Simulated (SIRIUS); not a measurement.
# Si2Mo (I4/mmm) in SIRIUS: equation of state, part 2 of 4

SIRIUS 7.12.0. Earlier steps stand in the parts before.

### Step 3. Equation of state, PBEsol, 12.88 Å³/atom (volume scaled by 0.96)

The input, sirius.json:

```json
{
  "control": {
    "processing_unit": "cpu",
    "std_evp_solver_name": "lapack",
    "gen_evp_solver_name": "lapack",
    "verbosity": 2,
    "print_forces": false,
    "ortho_rf": true,
    "use_second_variation": true,
    "rmt_max": 3.0,
    "num_bands_to_print": 24,
    "save_wf": true
  },
  "parameters": {
    "electronic_structure_method": "full_potential_lapwlo",
    "xc_functionals": ["XC_GGA_X_PBE_SOL", "XC_GGA_C_PBE_SOL"],
    "core_relativity": "dirac",
    "valence_relativity": "iora",
    "num_fv_states": 29,
    "smearing": "fermi_dirac",
    "smearing_width": 0.0018374661,
    "pw_cutoff": 20,
    "gk_cutoff": 3.52,
    "lmax_apw": 10,
    "lmax_rho": 8,
    "lmax_pot": 8,
    "num_mag_dims": 0,
    "auto_rmt": 0,
    "ngridk": [12, 12, 12],
    "shiftk": [0, 0, 0],
    "num_dft_iter": 80,
    "energy_tol": 1e-07,
    "density_tol": 1e-05,
    "use_symmetry": true
  },
  "settings": {"tol_ne": 1e-10},
  "iterative_solver": {"type": "exact"},
  "mixer": {"type": "anderson", "beta": 0.5, "max_history": 8},
  "unit_cell": {
    "lattice_vectors": [
      [-2.9826978469, 2.9826978469, 7.3271836795],
      [2.9826978469, -2.9826978469, 7.3271836795],
      [2.9826978469, 2.9826978469, -7.3271836795]
    ],
    "atom_types": ["Mo", "Si"],
    "atom_files": {"Mo": "Mo.json", "Si": "Si.json"},
    "atoms": {"Mo": [[0.0, 0.0, 0.0]], "Si": [[0.667, 0.667, 0.0], [0.333, 0.333, 0.0]]}
  }
}
```

The input, Mo.json:

```json
{
  "name": "molybdenum",
  "symbol": "Mo",
  "number": 42,
  "mass": 95.96,
  "rmin": 1e-06,
  "rmt": 2.5,
  "nrmt": 800,
  "rinf": 17.03,
  "core": "1s2s2p3s3p3d",
  "valence": [
    {"basis": [{"enu": 0.25, "dme": 0, "n": 0, "auto": 0}, {"enu": 0.25, "dme": 1, "n": 0, "auto": 0}]},
    {"l": 0, "n": 1, "basis": [{"enu": 0.35, "dme": 0, "n": 0, "auto": 0}]},
    {"l": 1, "n": 2, "basis": [{"enu": 0.35, "dme": 0, "n": 0, "auto": 0}]},
    {"l": 2, "n": 3, "basis": [{"enu": 0.35, "dme": 0, "n": 0, "auto": 0}]},
    {"l": 3, "n": 4, "basis": [{"enu": 0.35, "dme": 0, "n": 0, "auto": 0}]}
  ],
  "lo": [
    {"l": 0, "basis": [{"enu": 0.35, "dme": 0, "n": 0, "auto": 0}, {"enu": 0.35, "dme": 1, "n": 0, "auto": 0}]},
    {
      "l": 0,
      "basis": [{"enu": -1.8659, "dme": 0, "n": 4, "auto": 1}, {"enu": -1.8659, "dme": 1, "n": 4, "auto": 1}]
    },
    {
      "l": 0,
      "basis": [{"enu": -1.8659, "dme": 1, "n": 4, "auto": 1}, {"enu": 0.35, "dme": 0, "n": 0, "auto": 0}]
    },
    {"l": 0, "basis": [{"enu": 0.35, "dme": 0, "n": 0, "auto": 0}, {"enu": 2.91, "dme": 0, "n": 0, "auto": 0}]},
    {"l": 1, "basis": [{"enu": 0.35, "dme": 0, "n": 0, "auto": 0}, {"enu": 0.35, "dme": 1, "n": 0, "auto": 0}]},
    {
      "l": 1,
      "basis": [{"enu": -0.9213, "dme": 0, "n": 4, "auto": 1}, {"enu": -0.9213, "dme": 1, "n": 4, "auto": 1}]
    },
    {
      "l": 1,
      "basis": [{"enu": -0.9213, "dme": 1, "n": 4, "auto": 1}, {"enu": 0.35, "dme": 0, "n": 0, "auto": 0}]
    },
    {"l": 1, "basis": [{"enu": 0.35, "dme": 0, "n": 0, "auto": 0}, {"enu": 3.294, "dme": 0, "n": 0, "auto": 0}]},
    {"l": 2, "basis": [{"enu": 0.35, "dme": 0, "n": 0, "auto": 0}, {"enu": 0.35, "dme": 1, "n": 0, "auto": 0}]},
    {"l": 2, "basis": [{"enu": 0.35, "dme": 1, "n": 0, "auto": 0}, {"enu": 0.35, "dme": 2, "n": 0, "auto": 0}]},
    {"l": 2, "basis": [{"enu": 0.35, "dme": 0, "n": 0, "auto": 0}, {"enu": 2.846, "dme": 0, "n": 0, "auto": 0}]},
    {"l": 3, "basis": [{"enu": 0.35, "dme": 0, "n": 0, "auto": 0}, {"enu": 0.35, "dme": 1, "n": 0, "auto": 0}]},
    {"l": 3, "basis": [{"enu": 0.35, "dme": 0, "n": 0, "auto": 0}, {"enu": 3.134, "dme": 0, "n": 0, "auto": 0}]}
  ],
  "free_atom": [... radial grid and density of the free atom, the start of the SCF ...]
}
```

The input, Si.json:

```json
{
  "name": "silicon",
  "symbol": "Si",
  "number": 14,
  "mass": 28.0855,
  "rmin": 1e-06,
  "rmt": 2.26,
  "nrmt": 800,
  "rinf": 17.42,
  "core": "1s",
  "valence": [
    {"basis": [{"enu": 0.25, "dme": 0, "n": 0, "auto": 0}, {"enu": 0.25, "dme": 1, "n": 0, "auto": 0}]},
    {"l": 0, "n": 1, "basis": [{"enu": 0.2767, "dme": 0, "n": 0, "auto": 0}]},
    {"l": 1, "n": 2, "basis": [{"enu": 0.35, "dme": 0, "n": 0, "auto": 0}]},
    {"l": 2, "n": 3, "basis": [{"enu": 0.35, "dme": 0, "n": 0, "auto": 0}]},
    {"l": 3, "n": 4, "basis": [{"enu": 0.35, "dme": 0, "n": 0, "auto": 0}]}
  ],
  "lo": [
    {
      "l": 0,
      "basis": [{"enu": 0.2767, "dme": 0, "n": 0, "auto": 0}, {"enu": 0.2767, "dme": 1, "n": 0, "auto": 0}]
    },
    {
      "l": 0,
      "basis": [{"enu": -4.5907, "dme": 0, "n": 2, "auto": 1}, {"enu": -4.5907, "dme": 1, "n": 2, "auto": 1}]
    },
    {
      "l": 0,
      "basis": [{"enu": -4.5907, "dme": 1, "n": 2, "auto": 1}, {"enu": 0.2767, "dme": 0, "n": 0, "auto": 0}]
    },
    {
      "l": 0,
      "basis": [{"enu": 0.2767, "dme": 0, "n": 0, "auto": 0}, {"enu": 3.4093, "dme": 0, "n": 0, "auto": 0}]
    },
    {"l": 1, "basis": [{"enu": 0.35, "dme": 0, "n": 0, "auto": 0}, {"enu": 0.35, "dme": 1, "n": 0, "auto": 0}]},
    {
      "l": 1,
      "basis": [{"enu": -3.0098, "dme": 0, "n": 2, "auto": 1}, {"enu": -3.0098, "dme": 1, "n": 2, "auto": 1}]
    },
    {
      "l": 1,
      "basis": [{"enu": -3.0098, "dme": 1, "n": 2, "auto": 1}, {"enu": 0.35, "dme": 0, "n": 0, "auto": 0}]
    },
    {"l": 1, "basis": [{"enu": 0.35, "dme": 0, "n": 0, "auto": 0}, {"enu": 3.9525, "dme": 0, "n": 0, "auto": 0}]},
    {"l": 2, "basis": [{"enu": 0.35, "dme": 0, "n": 0, "auto": 0}, {"enu": 0.35, "dme": 1, "n": 0, "auto": 0}]},
    {"l": 2, "basis": [{"enu": 0.35, "dme": 1, "n": 0, "auto": 0}, {"enu": 0.35, "dme": 2, "n": 0, "auto": 0}]},
    {"l": 2, "basis": [{"enu": 0.35, "dme": 0, "n": 0, "auto": 0}, {"enu": 3.4043, "dme": 0, "n": 0, "auto": 0}]},
    {"l": 3, "basis": [{"enu": 0.35, "dme": 0, "n": 0, "auto": 0}, {"enu": 0.35, "dme": 1, "n": 0, "auto": 0}]}
  ],
  "free_atom": [... radial grid and density of the free atom, the start of the SCF ...]
}
```

The input, sirius_start.json:

```json
{
  "control": {
    "processing_unit": "cpu",
    "std_evp_solver_name": "lapack",
    "gen_evp_solver_name": "lapack",
    "verbosity": 1,
    "print_forces": false,
    "ortho_rf": true,
    "use_second_variation": true,
    "rmt_max": 3.0,
    "num_bands_to_print": 24,
    "save_wf": false
  },
  "parameters": {
    "electronic_structure_method": "full_potential_lapwlo",
    "xc_functionals": ["XC_LDA_X", "XC_LDA_C_PW"],
    "core_relativity": "dirac",
    "valence_relativity": "iora",
    "num_fv_states": 29,
    "smearing": "fermi_dirac",
    "smearing_width": 0.0055123983,
    "pw_cutoff": 20,
    "gk_cutoff": 2.82,
    "lmax_apw": 10,
    "lmax_rho": 8,
    "lmax_pot": 8,
    "num_mag_dims": 0,
    "auto_rmt": 0,
    "ngridk": [5, 5, 5],
    "shiftk": [0, 0, 0],
    "num_dft_iter": 30,
    "energy_tol": 0.01,
    "density_tol": 0.05,
    "use_symmetry": true
  },
  "settings": {"tol_ne": 1e-10},
  "iterative_solver": {"type": "exact"},
  "mixer": {"type": "anderson", "beta": 0.5, "max_history": 8},
  "unit_cell": {
    "lattice_vectors": [
      [-2.9826978469, 2.9826978469, 7.3271836795],
      [2.9826978469, -2.9826978469, 7.3271836795],
      [2.9826978469, 2.9826978469, -7.3271836795]
    ],
    "atom_types": ["Mo", "Si"],
    "atom_files": {"Mo": "Mo.json", "Si": "Si.json"},
    "atoms": {"Mo": [[0.0, 0.0, 0.0]], "Si": [[0.667, 0.667, 0.0], [0.333, 0.333, 0.0]]}
  }
}
```

Potentials or basis: all-electron FP-LAPW, apw+lo standard.

On the command line:

```console
OMP_NUM_THREADS=1 sirius.scf --input=sirius_start.json --output=start.json
OMP_NUM_THREADS=1 sirius.scf --input=sirius.json --output=output.json --task=1
```

Wall time 78 s (1 thread of Intel Xeon 6975P-C (Granite Rapids), shared host); peak memory 0.87 GiB.

It converged, with:

| Item | Value |
| --- | --- |
| Free energy | -125894.1362 eV |
| Band gap on the k mesh | none (metal or under the smearing width) |
| All electrons inside the program's atomic spheres | Mo 40.58; Si 12.59 (radii Mo 2.5, Si 2.26 bohr) |

### Step 4. Equation of state, PBEsol, 13.15 Å³/atom (volume scaled by 0.98)

sirius.json, as its differences from that of step 3:

```diff
@@ -40,5 +40,5 @@
     "lattice_vectors": [
-      [-2.9826978469, 2.9826978469, 7.3271836795],
-      [2.9826978469, -2.9826978469, 7.3271836795],
-      [2.9826978469, 2.9826978469, -7.3271836795]
+      [-3.0032688269, 3.0032688269, 7.3777175775],
+      [3.0032688269, -3.0032688269, 7.3777175775],
+      [3.0032688269, 3.0032688269, -7.3777175775]
     ],
```

The input, Mo.json:

```json
{
  "name": "molybdenum",
  "symbol": "Mo",
  "number": 42,
  "mass": 95.96,
  "rmin": 1e-06,
  "rmt": 2.5,
  "nrmt": 800,
  "rinf": 17.03,
  "core": "1s2s2p3s3p3d",
  "valence": [
    {"basis": [{"enu": 0.24, "dme": 0, "n": 0, "auto": 0}, {"enu": 0.24, "dme": 1, "n": 0, "auto": 0}]},
    {"l": 0, "n": 1, "basis": [{"enu": 0.34, "dme": 0, "n": 0, "auto": 0}]},
    {"l": 1, "n": 2, "basis": [{"enu": 0.34, "dme": 0, "n": 0, "auto": 0}]},
    {"l": 2, "n": 3, "basis": [{"enu": 0.34, "dme": 0, "n": 0, "auto": 0}]},
    {"l": 3, "n": 4, "basis": [{"enu": 0.34, "dme": 0, "n": 0, "auto": 0}]}
  ],
  "lo": [
    {"l": 0, "basis": [{"enu": 0.34, "dme": 0, "n": 0, "auto": 0}, {"enu": 0.34, "dme": 1, "n": 0, "auto": 0}]},
    {
      "l": 0,
      "basis": [{"enu": -1.8759, "dme": 0, "n": 4, "auto": 1}, {"enu": -1.8759, "dme": 1, "n": 4, "auto": 1}]
    },
    {
      "l": 0,
      "basis": [{"enu": -1.8759, "dme": 1, "n": 4, "auto": 1}, {"enu": 0.34, "dme": 0, "n": 0, "auto": 0}]
    },
    {"l": 0, "basis": [{"enu": 0.34, "dme": 0, "n": 0, "auto": 0}, {"enu": 2.9, "dme": 0, "n": 0, "auto": 0}]},
    {"l": 1, "basis": [{"enu": 0.34, "dme": 0, "n": 0, "auto": 0}, {"enu": 0.34, "dme": 1, "n": 0, "auto": 0}]},
    {
      "l": 1,
      "basis": [{"enu": -0.9313, "dme": 0, "n": 4, "auto": 1}, {"enu": -0.9313, "dme": 1, "n": 4, "auto": 1}]
    },
    {
      "l": 1,
      "basis": [{"enu": -0.9313, "dme": 1, "n": 4, "auto": 1}, {"enu": 0.34, "dme": 0, "n": 0, "auto": 0}]
    },
    {"l": 1, "basis": [{"enu": 0.34, "dme": 0, "n": 0, "auto": 0}, {"enu": 3.284, "dme": 0, "n": 0, "auto": 0}]},
    {"l": 2, "basis": [{"enu": 0.34, "dme": 0, "n": 0, "auto": 0}, {"enu": 0.34, "dme": 1, "n": 0, "auto": 0}]},
    {"l": 2, "basis": [{"enu": 0.34, "dme": 1, "n": 0, "auto": 0}, {"enu": 0.34, "dme": 2, "n": 0, "auto": 0}]},
    {"l": 2, "basis": [{"enu": 0.34, "dme": 0, "n": 0, "auto": 0}, {"enu": 2.836, "dme": 0, "n": 0, "auto": 0}]},
    {"l": 3, "basis": [{"enu": 0.34, "dme": 0, "n": 0, "auto": 0}, {"enu": 0.34, "dme": 1, "n": 0, "auto": 0}]},
    {"l": 3, "basis": [{"enu": 0.34, "dme": 0, "n": 0, "auto": 0}, {"enu": 3.124, "dme": 0, "n": 0, "auto": 0}]}
  ],
  "free_atom": [... radial grid and density of the free atom, the start of the SCF ...]
}
```

The input, Si.json:

```json
{
  "name": "silicon",
  "symbol": "Si",
  "number": 14,
  "mass": 28.0855,
  "rmin": 1e-06,
  "rmt": 2.26,
  "nrmt": 800,
  "rinf": 17.42,
  "core": "1s",
  "valence": [
    {"basis": [{"enu": 0.24, "dme": 0, "n": 0, "auto": 0}, {"enu": 0.24, "dme": 1, "n": 0, "auto": 0}]},
    {"l": 0, "n": 1, "basis": [{"enu": 0.2667, "dme": 0, "n": 0, "auto": 0}]},
    {"l": 1, "n": 2, "basis": [{"enu": 0.34, "dme": 0, "n": 0, "auto": 0}]},
    {"l": 2, "n": 3, "basis": [{"enu": 0.34, "dme": 0, "n": 0, "auto": 0}]},
    {"l": 3, "n": 4, "basis": [{"enu": 0.34, "dme": 0, "n": 0, "auto": 0}]}
  ],
  "lo": [
    {
      "l": 0,
      "basis": [{"enu": 0.2667, "dme": 0, "n": 0, "auto": 0}, {"enu": 0.2667, "dme": 1, "n": 0, "auto": 0}]
    },
    {
      "l": 0,
      "basis": [{"enu": -4.6007, "dme": 0, "n": 2, "auto": 1}, {"enu": -4.6007, "dme": 1, "n": 2, "auto": 1}]
    },
    {
      "l": 0,
      "basis": [{"enu": -4.6007, "dme": 1, "n": 2, "auto": 1}, {"enu": 0.2667, "dme": 0, "n": 0, "auto": 0}]
    },
    {
      "l": 0,
      "basis": [{"enu": 0.2667, "dme": 0, "n": 0, "auto": 0}, {"enu": 3.3993, "dme": 0, "n": 0, "auto": 0}]
    },
    {"l": 1, "basis": [{"enu": 0.34, "dme": 0, "n": 0, "auto": 0}, {"enu": 0.34, "dme": 1, "n": 0, "auto": 0}]},
    {
      "l": 1,
      "basis": [{"enu": -3.0198, "dme": 0, "n": 2, "auto": 1}, {"enu": -3.0198, "dme": 1, "n": 2, "auto": 1}]
    },
    {
      "l": 1,
      "basis": [{"enu": -3.0198, "dme": 1, "n": 2, "auto": 1}, {"enu": 0.34, "dme": 0, "n": 0, "auto": 0}]
    },
    {"l": 1, "basis": [{"enu": 0.34, "dme": 0, "n": 0, "auto": 0}, {"enu": 3.9425, "dme": 0, "n": 0, "auto": 0}]},
    {"l": 2, "basis": [{"enu": 0.34, "dme": 0, "n": 0, "auto": 0}, {"enu": 0.34, "dme": 1, "n": 0, "auto": 0}]},
    {"l": 2, "basis": [{"enu": 0.34, "dme": 1, "n": 0, "auto": 0}, {"enu": 0.34, "dme": 2, "n": 0, "auto": 0}]},
    {"l": 2, "basis": [{"enu": 0.34, "dme": 0, "n": 0, "auto": 0}, {"enu": 3.3943, "dme": 0, "n": 0, "auto": 0}]},
    {"l": 3, "basis": [{"enu": 0.34, "dme": 0, "n": 0, "auto": 0}, {"enu": 0.34, "dme": 1, "n": 0, "auto": 0}]}
  ],
  "free_atom": [... radial grid and density of the free atom, the start of the SCF ...]
}
```

sirius_start.json, as its differences from that of step 3:

```diff
@@ -40,5 +40,5 @@
     "lattice_vectors": [
-      [-2.9826978469, 2.9826978469, 7.3271836795],
-      [2.9826978469, -2.9826978469, 7.3271836795],
-      [2.9826978469, 2.9826978469, -7.3271836795]
+      [-3.0032688269, 3.0032688269, 7.3777175775],
+      [3.0032688269, -3.0032688269, 7.3777175775],
+      [3.0032688269, 3.0032688269, -7.3777175775]
     ],
```

On the command line:

```console
OMP_NUM_THREADS=1 sirius.scf --input=sirius_start.json --output=start.json
OMP_NUM_THREADS=1 sirius.scf --input=sirius.json --output=output.json --task=1
```

Run time: 79 s. Hardware: 1 thread of Intel Xeon 6975P-C (Granite Rapids), shared host; peak memory 0.89 GiB.

Results (log left out):

```
Free energy                                       : -125894.1570 eV
Band gap on the k mesh                            : none (metal or under the smearing width)
All electrons inside the program's atomic spheres : Mo 40.52; Si 12.55 (radii Mo 2.5, Si 2.26 bohr)
```

(Part 2 of 4 ends here.)
